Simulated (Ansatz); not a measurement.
A series in volume per atom on Rh

All results are calculated (Ansatz 0.2.0). Periodic Kohn-Sham DFT of a crystal at fixed atoms; pressure and stress are positive in compression; the energy is the free energy less that of spherical unpolarised free atoms; site moments are those in the method's own spheres, positive along +z.

Cell of the first row (space group Fd-3m, No. 227):
```
Rh
1.0
      0.0000     2.7101     2.7101
      2.7101     0.0000     2.7101
      2.7101     2.7101     0.0000
Rh
2
Direct
  0.00000 0.00000 0.00000
  0.25000 0.25000 0.25000
```

Settings of every row: method frozen-core PAW; functional PBE; relativity scalar; k mesh 11x11x11; filling fermi-dirac; smearing width 0.08 eV; wave cutoff 420 eV; paw set soft_2.

Atom start moment: 0 on all atoms.

Limits: the cell comes from a prototype or a list of computed structures and needn't be the stable phase.

| row | volume per atom (Å³) | pressure (GPa) |
| --- | --- | --- |
| 1 | 19.905 | 7.543 |
| 2 | 20.428 | 3.492 |
| 3 | 20.952 | 0.017 |
| 4 | 21.476 | -2.957 |
| 5 | 22 | ? |

Question: what pressure should row 5 give?

Worked fit of pressure. Take u = (V_r/V)^(2/3) − 1 with V_r = 20.69 Å³ an atom, which is twice the finite (Eulerian) strain; such expansions in the strain, on which the Birch-Murnaghan equation of state is built, carry the rest volume and the bulk modulus. The shown rows have u = 0.02612, 0.00853, -0.00835, -0.02455. Least squares give pressure = 1.6866 + 206.097 × u + 692.16 × u² GPa; a straight line predicts inner rows, each left out in turn, worse (root mean square 0.28 against 0.0067 GPa). The rows lie off it by 0.001, -0.003, 0.003, -0.001. The pressure vanishes at u = -0.0084, or V = 20.95 Å³ an atom, and there the bulk modulus at fixed shape and fractions is B = −V dP/dV = (2/3)(1 + u) dP/du = 129 GPa. The withheld row has u = -0.0401, so the fit gives 1.6866 + 206.097 × (-0.0401) + 692.16 × (-0.0401)² = -5.465 GPa.

The calculation gave -5.498 GPa. The fit lies 0.033 GPa (0.25 % of the column's range) above it; its largest miss of a shown row is 0.003 GPa. This row lies beyond the range of the fit.
